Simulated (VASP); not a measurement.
All values below come from TPSS meta-GGA, VASP's PBE PAW potentials (set 64) (plane waves; VASP).

The input files of a VASP run:

**INCAR**
```
ALGO = Normal
EDIFF = 1E-7
ENCUT = 520
ISIF = 2
ISMEAR = 0
LASPH = T
LCHARG = F
LMAXMIX = 4
LMIXTAU = T
LREAL = F
LWAVE = F
METAGGA = TPSS
NELM = 100
PREC = Accurate
SIGMA = 0.05
SYSTEM = BaF2
```

File POSCAR:
```
BaF2
1
    0.0000000000     3.0902260149     3.0902260149
    3.0902260149     0.0000000000     3.0902260149
    3.0902260149     3.0902260149     0.0000000000
Ba F
1 2
Direct
  0.0000000000   0.0000000000   0.0000000000
  0.2500000000   0.2500000000   0.2500000000
  0.7500000000   0.7500000000   0.7500000000
```

KPOINTS:
```
Regular mesh
0
gamma
 6 6 6
0 0 0
```

POTCAR, in this order: Ba_sv F (PBE.64 set). Program: vasp_std.

The resulting files:

File OSZICAR:
```
       N       E                     dE             d eps       ncg     rms          rms(c)
DAV:   1     0.158799409379E+03    0.15880E+03   -0.13339E+04   512   0.141E+03
DAV:   2    -0.170050039155E+02   -0.17580E+03   -0.17186E+03   672   0.310E+02
DAV:   3    -0.233966589717E+02   -0.63917E+01   -0.63872E+01   640   0.734E+01
DAV:   4    -0.234965039303E+02   -0.99845E-01   -0.99842E-01   656   0.711E+00
DAV:   5    -0.234987691083E+02   -0.22652E-02   -0.22652E-02   688   0.713E-01    0.811E+00
DAV:   6    -0.295995349555E+02   -0.61008E+01   -0.62250E+01   512   0.113E+02    0.624E+00
DAV:   7    -0.299205449971E+02   -0.32101E+00   -0.18930E+00   600   0.140E+01    0.296E+00
DAV:   8    -0.300971392988E+02   -0.17659E+00   -0.28749E+00   528   0.118E+01    0.270E+00
DAV:   9    -0.297665655511E+02    0.33057E+00   -0.95592E-01   512   0.770E+00    0.544E-01
DAV:  10    -0.301150363635E+02   -0.34847E+00   -0.25358E-01   528   0.581E+00    0.968E-01
DAV:  11    -0.300970742429E+02    0.17962E-01   -0.37788E-02   656   0.191E+00    0.439E-01
DAV:  12    -0.301015354019E+02   -0.44612E-02   -0.13600E-01   528   0.297E+00    0.520E-01
DAV:  13    -0.301127885377E+02   -0.11253E-01   -0.25682E-02   592   0.158E+00    0.197E-01
DAV:  14    -0.301123205509E+02    0.46799E-03   -0.16050E-03   512   0.359E-01    0.147E-01
DAV:  15    -0.301124513205E+02   -0.13077E-03   -0.35770E-03   512   0.569E-01    0.169E-02
DAV:  16    -0.301126894260E+02   -0.23811E-03   -0.16286E-04   608   0.155E-01    0.144E-02
DAV:  17    -0.301126871710E+02    0.22550E-05   -0.15186E-06   656   0.130E-02    0.112E-02
DAV:  18    -0.301126904288E+02   -0.32578E-05   -0.34595E-06   512   0.206E-02    0.304E-03
DAV:  19    -0.301126931874E+02   -0.27586E-05   -0.22080E-06   528   0.176E-02    0.108E-03
DAV:  20    -0.301126933878E+02   -0.20038E-06   -0.82808E-08   488   0.333E-03    0.864E-04
DAV:  21    -0.301126937704E+02   -0.38256E-06   -0.15398E-07   440   0.411E-03    0.401E-04
DAV:  22    -0.301126938210E+02   -0.50677E-07   -0.31671E-08   384   0.229E-03
   1 F= -.30112694E+02 E0= -.30112694E+02  d E =-.239379E-15
```

OUTCAR:
```
------------------------ aborting loop because EDIFF is reached ----------------------------------------
  FORCE on cell =-STRESS in cart. coord.  units (eV):
  Direction    XX          YY          ZZ          XY          YZ          ZX
  --------------------------------------------------------------------------------------
  Total        0.7522286      0.7522286      0.7522286      0.0000000      0.0000000      0.0000000
  in kB       20.4201849     20.4201849     20.4201849      0.0000000      0.0000000      0.0000000
  external PRESSURE =      20.4201849 kB  Pullay stress =       0.0000000 kB
  volume of cell :       59.02
      direct lattice vectors                 reciprocal lattice vectors
     0.000000000  3.090226015  3.090226015    -0.161800463  0.161800463  0.161800463
     3.090226015  0.000000000  3.090226015     0.161800463 -0.161800463  0.161800463
     3.090226015  3.090226015  0.000000000     0.161800463  0.161800463 -0.161800463
 POSITION                                       TOTAL-FORCE (eV/Angst)
 -----------------------------------------------------------------------------------
      0.00000      0.00000      0.00000        -0.000000     -0.000000     -0.000000
      1.54511      1.54511      1.54511        -0.000000      0.000000     -0.000000
      4.63534      4.63534      4.63534         0.000000      0.000000      0.000000
 -----------------------------------------------------------------------------------
    total drift:                                0.000000      0.000000      0.000000
  FREE ENERGIE OF THE ION-ELECTRON SYSTEM (eV)
  ---------------------------------------------------
  free  energy   TOTEN  =       -30.1126938210 eV

  energy  without entropy=      -30.1126938210  energy(sigma->0) =      -30.11269382
```
(Selected blocks of OUTCAR.)

File OUTCAR:
```
 val. band max:       -2.1824168031   @ k =  -0.1667   0.1667   0.0000

 cond. band min:       5.1674139421   @ k =   0.0000   0.0000   0.0000


 Fermi energy:        -1.9107106953

 k-point     1 :       0.0000    0.0000    0.0000
  band No.  band energies     occupation
      1     -25.4274      2.00000
      2     -21.7014      2.00000
      3     -21.5806      2.00000
      4     -10.1057      2.00000
      5     -10.1057      2.00000
      6     -10.1057      2.00000
      7      -3.6984      2.00000
      8      -3.6984      2.00000
      9      -3.6984      2.00000
     10      -2.2488      2.00000
     11      -2.2488      2.00000
     12      -2.2488      2.00000
     13       5.1674      0.00000
     14       7.3096      0.00000
     15       7.3096      0.00000
     16       9.5676      0.00000

 k-point     2 :       0.1667    0.0000    0.0000
  band No.  band energies     occupation
      1     -25.3678      2.00000
      2     -21.7265      2.00000
      3     -21.6510      2.00000
      4     -10.1546      2.00000
      5     -10.1490      2.00000
      6     -10.1490      2.00000
      7      -3.5832      2.00000
      8      -3.5832      2.00000
      9      -3.4084      2.00000
     10      -2.4266      2.00000
     11      -2.2840      2.00000
     12      -2.2840      2.00000
     13       5.7661      0.00000
     14       7.3114      0.00000
     15       7.3114      0.00000
     16       9.2512      0.00000

 k-point     3 :       0.3333    0.0000    0.0000
  band No.  band energies     occupation
      1     -25.2402      2.00000
      2     -21.8517      2.00000
      3     -21.7349      2.00000
      4     -10.2373      2.00000
      5     -10.2323      2.00000
      6     -10.2323      2.00000
      7      -3.3725      2.00000
      8      -3.3725      2.00000
      9      -2.8287      2.00000
     10      -2.7071      2.00000
     11      -2.3298      2.00000
     12      -2.3298      2.00000
     13       6.8322      0.00000
...
```

Unless said otherwise, spin-orbit coupling is left out, though it shifts the bands of the heavy elements here.

The compound is BaF2 in the fluorite structure. This cell is one point of a volume scan, at 0.97 of the reference volume.
